**Q:** I refined the k mesh for rhodium, and going from 2,2,2 to 4,4,4 lowered the energy by about 4 eV. The next mesh raised it again. Should I keep the lowest value?

Quantum ESPRESSO 7.5, PBE with SPMS 1.0 norm-conserving pseudopotentials, for fcc Rh in a fixed one-atom cell (edges 2.684 Å), without spin polarisation or spin–orbit coupling. Plane-wave cutoff 952.4 eV, cold smearing of 0.1 eV. The sweep value is the k mesh, energies are free energies, and force miss is the largest difference in any component from the 17,17,17 mesh.

```tsv
sweep value	energy less tightest (meV/atom)	pressure (GPa)	gap (eV)	force miss (eV/Å)
2,2,2	3836.1	65.62	0.000	0.000
4,4,4	-438.4	0.68	0.000	0.000
5,5,5	155.6	10.35	0.000	0.000
7,7,7	-59.8	6.38	0.000	0.000
9,9,9	10.1	7.84	0.000	0.000
11,11,11	13.8	8.14	0.000	0.000
12,12,12	-1.2	7.57	0.000	0.000
14,14,14	3.6	7.83	0.000	0.000
17,17,17	0.0	7.70	0.000	0.000
```

**A:** No, a lower energy isn't a better one here. A larger basis can only lower the energy, because it gives the electrons more freedom. A finer k mesh does something else: it replaces one approximate average over the electron states by another, and such an average can miss on either side. The column "energy less tightest" counts from the 17,17,17 mesh, and by that measure 4,4,4 lies 438.4 meV per atom too low while 5,5,5 lies 155.6 meV too high.

**Q:** Why does the average miss in both directions?

**A:** A mesh with N points along each direction treats the metal as a block of N cells per edge, closed on itself. An electron that travels N cells arrives back where it started, which doesn't happen in the endless crystal. The false contribution depends on how the electron waves at the Fermi level, the border between filled and empty states, fit into that repeat distance. If they return in step the energy is pushed one way, and if they return out of step it is pushed the other way.

Hückel rings of carbon atoms show the same effect in one dimension. In units of the coupling between neighbours, the π electrons of the four-ring are bound by 4/4 = 1.00 per atom and those of benzene by 8/6 = 1.33, while the endless chain has 4/π = 1.27. One ring is bound too weakly, the other too strongly, and larger rings close in from both sides. The analogy covers the alternation and its origin. It can't tell which rhodium mesh errs upwards, since that depends on the shape of a complicated Fermi surface with several sheets.

**Q:** How fast should the error fade as I add points?

**A:** Theory suggests roughly as 1/N³. Measured from the Fermi level, the energy of the occupied states rises to zero at the Fermi surface and stays there, so it has a kink. A kink alone gives a false contribution that falls as the square of the repeat distance. In three dimensions the Fermi surface is also curved, and only the patches that face along the repeat direction add up in step. These patches shrink as the distance grows, which supplies one more power.

The table falls at about this rate or somewhat faster. From 2,2,2 to 4,4,4 the size of the error falls by a factor of 8.75, where the cube law gives 8, but such coarse meshes are far from the range where the argument holds, so the match may be chance. From 4,4,4 to 14,14,14 the error falls about 120-fold, where the cube law gives 43. Its product with N³ drifts down from about 30 eV on the two coarsest meshes to between 2 and 18 eV on the four finest below the reference.

The analysis printed below also fits two straight lines to the logarithm of the error on those eight meshes, one for a power of N and one for an exponential decay. The power law does slightly better, with an exponent of 3.9 ± 0.4, somewhat steeper than the cube. Eight scattered points don't settle which form is right, so the case for a power law rests mainly on the argument about the kink.

**Q:** Then why is 11,11,11 worse than 9,9,9?

**A:** The cube law describes the envelope of an oscillation, and a single mesh can fall anywhere inside it. When the contributions from different parts of the Fermi surface nearly cancel, a mesh looks better than its density deserves. That is the likely reading of 12,12,12, which lies only 1.2 meV from the reference although both 11,11,11 and 14,14,14 lie further away.

This makes a common convergence test risky. The 9,9,9 and 11,11,11 meshes agree with each other to 13.8 − 10.1 = 3.7 meV, and one might stop there. The next mesh then drops by 15 meV. Two neighbours that agree may simply sit on the same side of the oscillation, so the spread over several meshes is a safer measure.

**Q:** The pressure swings as well, and in step with the energy. Is that a second error?

**A:** It is largely the same error seen through a change of volume. Compressing the metal widens its bands, and an error in the band energy grows with them. Pressure is the energy gained per unit of volume removed, so an energy that is too high brings a pressure that is too high. Every step from one mesh to the next moves energy and pressure the same way, a test that needs no reference.

The size can be estimated too. The width of d bands grows roughly as the inverse fifth power of the atomic distance, which is volume to the power −5/3. The pressure error should then be 5/3 of the energy error divided by the volume. For 4,4,4 this gives −8.6 GPa, and the calculation has −7.0 GPa; free-electron bands, with 2/3 in place of 5/3, would give only −3.4 GPa. The four coarsest meshes all lie nearer to the d-band value, as suits a metal with a partly filled d shell.

On fine meshes the rule fails. From 9,9,9 onwards, each step to the next mesh changes the pressure by three to seven times the change in energy per volume, well above 5/3. These runs don't show why. Compression also alters the shape of the Fermi surface, which shifts the phase of the oscillation and counts for more when the repeat distance is long, but such a shift should push the ratio up or down by turns, and here all four steps lie high. An effect that would tend to act in one direction is the fixed smearing width: as compression widens the bands, the smearing damps the oscillation less, so the error grows faster than the band width alone.

**Q:** Which digits can I trust?

**A:** Start with the reference, because it has an error of its own. Take the 4,4,4 error and let it fall with the cube of N: 438.4 meV × (4/17)³ ≈ 6 meV per atom. The exponent here comes from theory and the scale from that one row, which was also among the eight in the fits. Taking the median over all eight rows instead gives about 4 meV. The steeper fitted power law would give only about 1 meV, but its exponent rests on eight scattered points. Since the errors fall faster than the cube from 4,4,4 onwards, 6 meV is an upper estimate; the four finest rows in the fits give at most 3.7 meV. It is safest to treat the 17,17,17 energy as good to a few meV and not to one.

The small entries of the table must be read with that in mind. The 12,12,12 mesh meets a target of 10 meV per atom, but its distance of 1.2 meV doesn't show that it is accurate to 1 meV. Nor can it be ranked against 14,14,14. The 9,9,9 mesh misses the same target by 0.1 meV, which is no verdict at all.

For the pressure, the three finest meshes spread over 0.26 GPa, so 7.7 GPa is uncertain by a few tenths. With a rough recalled bulk modulus of 260 GPa, that spread corresponds to about 0.1 % in volume, which is harmless for many purposes. The 7.7 GPa itself is no mesh error: the cell is held at a volume some 3 % smaller than PBE would choose. The zeros under "force miss" offer no reassurance either, since symmetry forbids any force on a single atom in this cell.

**Q:** What would change with another cell, a wider smearing or another element?

**A:** What counts is the repeat distance, the number of points times the cell edge. At 12,12,12 it is about 32 Å. If you double every edge of the cell, a 6,6,6 mesh gives the same distance and about the same error per atom. A mesh recommended for a one-atom cell is therefore needlessly dense for a large one, and a mesh taken from a large cell is too coarse for a small one.

Smearing rounds off the kink and makes the false contribution die out beyond a certain distance. For a width of 0.1 eV and a typical Fermi velocity, that distance is some tens of Å, comparable with the repeat distance of the finer meshes here. It shrinks with the velocity, so slow, d-like parts of the Fermi surface are expected to be damped earlier, which may be part of why the fitted exponent is steeper than the cube. A wider smearing would help sooner, at the price of moving the energy to which the series converges.

The element matters first through whether it has a Fermi surface. In an insulator the filled bands have no kink, the error falls exponentially, and a modest mesh is usually enough. Another transition metal with partly filled d bands should behave much like rhodium: a slow fall inside an envelope, with signs that have to be found by trying several meshes.

Output of the analysis:

```
Errors against 17,17,17:
       row  repeat distance A  abs energy error times N^3 in eV  pressure error GPa  d-band estimate GPa  free-electron estimate GPa  exponent n  n from step to previous mesh
     2,2,2              5.368                             30.69               57.92                74.93                       29.97       1.288                           n/a
     4,4,4              10.74                             28.06               -7.02               -8.564                      -3.425       1.366                         1.296
     5,5,5              13.42                             19.45                2.65                3.039                       1.216       1.453                         1.389
     7,7,7              18.79                             20.51               -1.32               -1.168                     -0.4673       1.883                         1.573
     9,9,9              24.16                             7.363                0.14               0.1973                     0.07892       1.183                         1.782
  11,11,11              29.52                             18.37                0.44               0.2696                      0.1078        2.72                         6.918
  12,12,12              32.21                             2.074               -0.13             -0.02344                   -0.009376       9.243                         3.242
  14,14,14              37.58                             9.878                0.13              0.07032                     0.02813       3.081                         4.622
  17,17,17              45.63                                 0                   0                    0                           0           0                         3.081
fit of y on 8 rows (N < 17): constant 4.894 +/- 0.35, coefficient of x -3.926 +/- 0.41; rms 0.265, worst 12,12,12 0.578, leave-one-out rms 0.356
  rows outside the fit (model, value, miss): 17,17,17 0.0634, 0, 0.0634
fit of y on 8 rows (N < 17): constant 3.709 +/- 0.32, coefficient of N -0.2608 +/- 0.035; rms 0.341, worst 14,14,14 -0.5, leave-one-out rms 0.504
  rows outside the fit (model, value, miss): 17,17,17 -0.7259, 0, -0.726
Fall of absolute energy error from 2,2,2 to 4,4,4 (factor; N^-3 gives 8): 8.75
Rough own energy error of 17,17,17 from median N^-3 envelope (meV/atom): 3.849
Same from largest N^-3 envelope (meV/atom): 6.246
Energy spread of the three finest meshes (meV/atom): 4.8
Pressure spread of the three finest meshes (GPa): 0.26
Rough volume change that would relieve the pressure at 17,17,17 (percent): 2.962
Rough volume change matching the pressure spread of the three finest meshes (percent): 0.1
Order of magnitude of the distance over which smearing damps the error (A): 40
Points in the full mesh, 17,17,17 over 12,12,12 (ratio): 2.843
```
